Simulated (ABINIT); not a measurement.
# Pt (Fm-3m) in ABINIT: equation of state

Aim: energy against volume of Pt in PBEsol, for its equilibrium volume and stiffness.

All numbers are computed with ABINIT 10.8.3 (patched build); they aren't measurements. Logs are shortened: lines on timing, memory, paths and dates and some standing lists are left out, and cuts for length are marked. The log counts tension as positive stress, the text compression.

### 1 The crystal as given

The structure is cubic, space group Fm-3m (No. 225). Conventional cell: a = 3.922 Å, b = 3.922 Å, c = 3.922 Å, α = 90.00°, β = 90.00°, γ = 90.00°. Pt (site symmetry m-3m) has 12 Pt at 2.77 Å as nearest neighbours.

### 2 Equation of state, PBEsol

Input file run.abi:

```
ndtset 7
getwfk -1
scalecart1 3*0.9795861087
scalecart2 3*0.9864848297
scalecart3 3*0.9932883884
scalecart4 3*1.0000000000
scalecart5 3*1.0066227096
scalecart6 3*1.0131594038
scalecart7 3*1.0196128224

pp_dirpath "./"
pseudos "Pt.upf"

acell 5.2404588053 5.2404588053 5.2404588053
rprim
     0.0000000000     0.7071067812     0.7071067812
     0.7071067812     0.0000000000     0.7071067812
     0.7071067812     0.7071067812     0.0000000000
ntypat 1
znucl 78
natom 1
typat 1
xred
     0.0000000000     0.0000000000     0.0000000000

ecut 1142.878222 eV

kptopt 1
ngkpt 12 12 12
nshiftk 1
shiftk 0.0 0.0 0.0

ixc -116133

nband 13
occopt 3
tsmear 0.05 eV

nstep 100
tolvrs 1.0e-10

iomode 3
prtwf 1
prtden 0
prteig 0
prtebands 0
```

Potentials or basis: PseudoDojo NC SR PBEsol v0.4.1 standard.

Run with:

```
$ abinit run.abi > log 2>&1
```

run.abo:

```text
.Version 10.8.3 of ABINIT
 DATASET    1 : space group Fm -3 m (#225); Bravais cF (face-center cubic)
================================================================================
 Values of the parameters that define the memory need for DATASET  1.
     intxc =       0    ionmov =       0      iscf =       7    lmnmax =       8
     lnmax =       8     mgfft =      30  mpssoang =       4    mqgrid =    3001
     natom =       1  nloc_mem =       1    nspden =       1   nspinor =       1
    nsppol =       1      nsym =      48    n1xccc =    2501    ntypat =       1
    occopt =       3   xclevel =       2
       mpw =        1267          nfft =       27000          nkpt =          72
================================================================================
================================================================================

 DATASET    2 : space group Fm -3 m (#225); Bravais cF (face-center cubic)
================================================================================
 Values of the parameters that define the memory need for DATASET  2.
     intxc =       0    ionmov =       0      iscf =       7    lmnmax =       8
     lnmax =       8     mgfft =      32  mpssoang =       4    mqgrid =    3001
     natom =       1  nloc_mem =       1    nspden =       1   nspinor =       1
    nsppol =       1      nsym =      48    n1xccc =    2501    ntypat =       1
    occopt =       3   xclevel =       2
       mpw =        1303          nfft =       32768          nkpt =          72
================================================================================
================================================================================
[... 49 lines left out ...]
 DATASET    7 : space group Fm -3 m (#225); Bravais cF (face-center cubic)
================================================================================
 Values of the parameters that define the memory need for DATASET  7.
     intxc =       0    ionmov =       0      iscf =       7    lmnmax =       8
     lnmax =       8     mgfft =      32  mpssoang =       4    mqgrid =    3001
     natom =       1  nloc_mem =       1    nspden =       1   nspinor =       1
    nsppol =       1      nsym =      48    n1xccc =    2501    ntypat =       1
    occopt =       3   xclevel =       2
       mpw =        1424          nfft =       32768          nkpt =          72
================================================================================
================================================================================

--------------------------------------------------------------------------------
------------- Echo of variables that govern the present computation ------------
--------------------------------------------------------------------------------
 -outvars: echo values of preprocessed input variables --------
            acell      5.2404588053E+00  5.2404588053E+00  5.2404588053E+00 Bohr
              amu      1.95080000E+02
             ecut      4.20000000E+01 Hartree
           getwfk          -1
                       outvar_i_n : Printing only first  50 k-points.
              ixc     -116133
           jdtset        1    2    3    4    5    6    7
                       outvar_i_n : Printing only first  50 k-points.
         kptrlatt       12    0    0      0   12    0      0    0   12
          kptrlen1     6.16017678E+01
          kptrlen2     6.20355973E+01
          kptrlen3     6.24634426E+01
          kptrlen4     6.28855057E+01
          kptrlen5     6.33019781E+01
          kptrlen6     6.37130414E+01
          kptrlen7     6.41188679E+01
            natom           1
            nband          13
           ndtset           7
            ngfft1         30      30      30
            ngfft2         32      32      32
            ngfft3         32      32      32
            ngfft4         32      32      32
            ngfft5         32      32      32
            ngfft6         32      32      32
            ngfft7         32      32      32
             nkpt          72
            nstep         100
             nsym          48
           ntypat           1
                       prtocc : prtvol=0, do not print more k-points.
           occopt           3
           prtden           0
        prtebands           0
           prteig           0
            rprim1     0.0000000000E+00  6.9267198023E-01  6.9267198023E-01
                       6.9267198023E-01  0.0000000000E+00  6.9267198023E-01
                       6.9267198023E-01  6.9267198023E-01  0.0000000000E+00
            rprim2     0.0000000000E+00  6.9755011263E-01  6.9755011263E-01
                       6.9755011263E-01  0.0000000000E+00  6.9755011263E-01
                       6.9755011263E-01  6.9755011263E-01  0.0000000000E+00
            rprim3     0.0000000000E+00  7.0236095512E-01  7.0236095512E-01
                       7.0236095512E-01  0.0000000000E+00  7.0236095512E-01
                       7.0236095512E-01  7.0236095512E-01  0.0000000000E+00
            rprim4     0.0000000000E+00  7.0710678120E-01  7.0710678120E-01
                       7.0710678120E-01  0.0000000000E+00  7.0710678120E-01
                       7.0710678120E-01  7.0710678120E-01  0.0000000000E+00
            rprim5     0.0000000000E+00  7.1178974407E-01  7.1178974407E-01
                       7.1178974407E-01  0.0000000000E+00  7.1178974407E-01
                       7.1178974407E-01  7.1178974407E-01  0.0000000000E+00
            rprim6     0.0000000000E+00  7.1641188486E-01  7.1641188486E-01
                       7.1641188486E-01  0.0000000000E+00  7.1641188486E-01
                       7.1641188486E-01  7.1641188486E-01  0.0000000000E+00
            rprim7     0.0000000000E+00  7.2097514092E-01  7.2097514092E-01
                       7.2097514092E-01  0.0000000000E+00  7.2097514092E-01
                       7.2097514092E-01  7.2097514092E-01  0.0000000000E+00
          spgroup         225
           tolvrs      1.00000000E-10
           tsmear      1.83746611E-03 Hartree
            typat      1
                       outvars : Printing only first  50 k-points.
            znucl       78.00000

================================================================================

 chkinp: Checking input parameters for consistency, jdtset=   1.

 chkinp: Checking input parameters for consistency, jdtset=   2.

 chkinp: Checking input parameters for consistency, jdtset=   3.

 chkinp: Checking input parameters for consistency, jdtset=   4.

 chkinp: Checking input parameters for consistency, jdtset=   5.

 chkinp: Checking input parameters for consistency, jdtset=   6.

 chkinp: Checking input parameters for consistency, jdtset=   7.

================================================================================
== DATASET  1 ==================================================================

--- !DatasetInfo
iteration_state: {dtset: 1, }
dimensions: {natom: 1, nkpt: 72, mband: 13, nsppol: 1, nspinor: 1, nspden: 1, mpw: 1267, }
cutoff_energies: {ecut:  42.0, pawecutdg:  -1.0, }
electrons: {nelect:   1.80000000E+01, charge:   0.00000000E+00, occopt:   3.00000000E+00, tsmear:   1.83746611E-03, }
meta: {optdriver: 0, ionmov: 0, optcell: 0, iscf: 7, paral_kgb: 0, }
...

 Real(R)+Recip(G) space primitive vectors, cartesian coordinates (Bohr,Bohr^-1):
 R(1)=  0.0000000  3.6299190  3.6299190  G(1)= -0.1377441  0.1377441  0.1377441
 R(2)=  3.6299190  0.0000000  3.6299190  G(2)=  0.1377441 -0.1377441  0.1377441
 R(3)=  3.6299190  3.6299190  0.0000000  G(3)=  0.1377441  0.1377441 -0.1377441
 Unit cell volume ucvol=  9.5657888E+01 bohr^3
 Angles (23,13,12)=  6.00000000E+01  6.00000000E+01  6.00000000E+01 degrees

 getcut: wavevector=  0.0000  0.0000  0.0000  ngfft=  30  30  30
         ecut(hartree)=     42.000   => boxcut(ratio)=   2.00540

--- Pseudopotential description ------------------------------------------------
- pspini: atom type   1  psp file is ./Pt.upf
12 -116133 3 -1 1358                          pspcod,pspxc,lmax,lloc,mmax
     nproj     2     2     2     2

   4.77716969E+02                                ecore*ucvol(ha*bohr**3)
--------------------------------------------------------------------------------

================================================================================

--- !BeginCycle
iteration_state: {dtset: 1, }
solver: {iscf: 7, nstep: 100, nline: 4, wfoptalg: 0, }
tolerances: {tolvrs: 1.00E-10, }
...

     iter   Etot(hartree)      deltaE(h)  residm     vres2
 ETOT  1  -130.50167924897    -1.305E+02 3.267E-01 6.915E+01
 ETOT  2  -130.54661193401    -4.493E-02 2.764E-02 3.550E+01
 ETOT  3  -130.55531643085    -8.704E-03 7.557E-03 9.086E-03
 ETOT  4  -130.55531984851    -3.418E-06 8.393E-03 2.264E-04
 ETOT  5  -130.55531988810    -3.959E-08 3.418E-03 5.659E-07
 ETOT  6  -130.55531988823    -1.301E-10 1.655E-04 2.319E-09
 ETOT  7  -130.55531988823     1.648E-12 2.705E-04 1.012E-11
[... 907 lines left out ...]
kinetic             :  3.72188283606572E+01
hartree             :  1.99142632916494E+01
xc                  : -2.36143290695835E+01
Ewald energy        : -9.82927967355718E+01
psp_core            :  4.42865517158170E+00
local_psp           : -7.81219192400585E+01
non_local_psp       :  7.91261461502119E+00
internal            : -1.30554683606304E+02
'-kT*entropy'       : -6.04313312781609E-04
total_energy        : -1.30555287919617E+02
total_energy_eV     : -3.55259036603596E+03
band_energy         : -1.01604585629668E+01
...

 Cartesian components of stress tensor (hartree/bohr^3)
  sigma(1 1)=  5.17151892E-04  sigma(3 2)=  0.00000000E+00
  sigma(2 2)=  5.17151892E-04  sigma(3 1)=  0.00000000E+00
  sigma(3 3)=  5.17151892E-04  sigma(2 1)=  0.00000000E+00

-Cartesian components of stress tensor (GPa)         [Pressure= -1.5215E+01 GPa]
- sigma(1 1)=  1.52151340E+01  sigma(3 2)=  0.00000000E+00
- sigma(2 2)=  1.52151340E+01  sigma(3 1)=  0.00000000E+00
- sigma(3 3)=  1.52151340E+01  sigma(2 1)=  0.00000000E+00

== END DATASET(S) ==============================================================
================================================================================

 -outvars: echo values of variables after computation  --------
            acell      5.2404588053E+00  5.2404588053E+00  5.2404588053E+00 Bohr
           etotal1    -1.3055531989E+02
           etotal2    -1.3055638678E+02
           etotal3    -1.3055695225E+02
           etotal4    -1.3055707573E+02
           etotal5    -1.3055680940E+02
           etotal6    -1.3055619960E+02
           etotal7    -1.3055528792E+02
            fcart1    -0.0000000000E+00 -0.0000000000E+00 -0.0000000000E+00
            fcart2    -0.0000000000E+00 -0.0000000000E+00 -0.0000000000E+00
            fcart3    -0.0000000000E+00 -0.0000000000E+00 -0.0000000000E+00
            fcart4    -0.0000000000E+00 -0.0000000000E+00 -0.0000000000E+00
            fcart5    -0.0000000000E+00 -0.0000000000E+00 -0.0000000000E+00
            fcart6    -0.0000000000E+00 -0.0000000000E+00 -0.0000000000E+00
            fcart7    -0.0000000000E+00 -0.0000000000E+00 -0.0000000000E+00
            rprim1     0.0000000000E+00  6.9267198023E-01  6.9267198023E-01
                       6.9267198023E-01  0.0000000000E+00  6.9267198023E-01
                       6.9267198023E-01  6.9267198023E-01  0.0000000000E+00
            rprim2     0.0000000000E+00  6.9755011263E-01  6.9755011263E-01
                       6.9755011263E-01  0.0000000000E+00  6.9755011263E-01
                       6.9755011263E-01  6.9755011263E-01  0.0000000000E+00
            rprim3     0.0000000000E+00  7.0236095512E-01  7.0236095512E-01
                       7.0236095512E-01  0.0000000000E+00  7.0236095512E-01
                       7.0236095512E-01  7.0236095512E-01  0.0000000000E+00
            rprim4     0.0000000000E+00  7.0710678120E-01  7.0710678120E-01
                       7.0710678120E-01  0.0000000000E+00  7.0710678120E-01
                       7.0710678120E-01  7.0710678120E-01  0.0000000000E+00
            rprim5     0.0000000000E+00  7.1178974407E-01  7.1178974407E-01
                       7.1178974407E-01  0.0000000000E+00  7.1178974407E-01
                       7.1178974407E-01  7.1178974407E-01  0.0000000000E+00
            rprim6     0.0000000000E+00  7.1641188486E-01  7.1641188486E-01
                       7.1641188486E-01  0.0000000000E+00  7.1641188486E-01
                       7.1641188486E-01  7.1641188486E-01  0.0000000000E+00
            rprim7     0.0000000000E+00  7.2097514092E-01  7.2097514092E-01
                       7.2097514092E-01  0.0000000000E+00  7.2097514092E-01
                       7.2097514092E-01  7.2097514092E-01  0.0000000000E+00
           strten1    -6.5664886992E-04 -6.5664886992E-04 -6.5664886992E-04
                       0.0000000000E+00  0.0000000000E+00  0.0000000000E+00
           strten2    -3.9439081198E-04 -3.9439081198E-04 -3.9439081198E-04
                       0.0000000000E+00  0.0000000000E+00  0.0000000000E+00
           strten3    -1.6331807976E-04 -1.6331807976E-04 -1.6331807976E-04
                       0.0000000000E+00  0.0000000000E+00  0.0000000000E+00
           strten4     4.0468951389E-05  4.0468951389E-05  4.0468951389E-05
                       0.0000000000E+00  0.0000000000E+00  0.0000000000E+00
           strten5     2.2011775013E-04  2.2011775013E-04  2.2011775013E-04
                       0.0000000000E+00  0.0000000000E+00  0.0000000000E+00
           strten6     3.7826309268E-04  3.7826309268E-04  3.7826309268E-04
                       0.0000000000E+00  0.0000000000E+00  0.0000000000E+00
           strten7     5.1715189198E-04  5.1715189198E-04  5.1715189198E-04
                       0.0000000000E+00  0.0000000000E+00  0.0000000000E+00
 Calculation completed.
```

Wall time 3.9 min (1 thread of Intel Xeon Platinum 8259CL at 2.50GHz (Skylake/Cascade Lake), shared host); peak memory 0.11 GiB.

Results:

| Quantity | Value |
| --- | --- |
| Equilibrium volume | 15.02 Å³/atom |
| Bulk modulus | 287 GPa |
| Pressure derivative of the bulk modulus | 5.3 |

Energy against volume, from the lowest point:
```csv
volume (Å³/atom),energy (meV/atom)
14.175,47.78
14.477,18.75
14.778,3.36
15.080,0.00
15.381,7.25
15.683,23.84
15.985,48.65
```

Caveat: pressures at fixed basis lie under the slope of the energies.
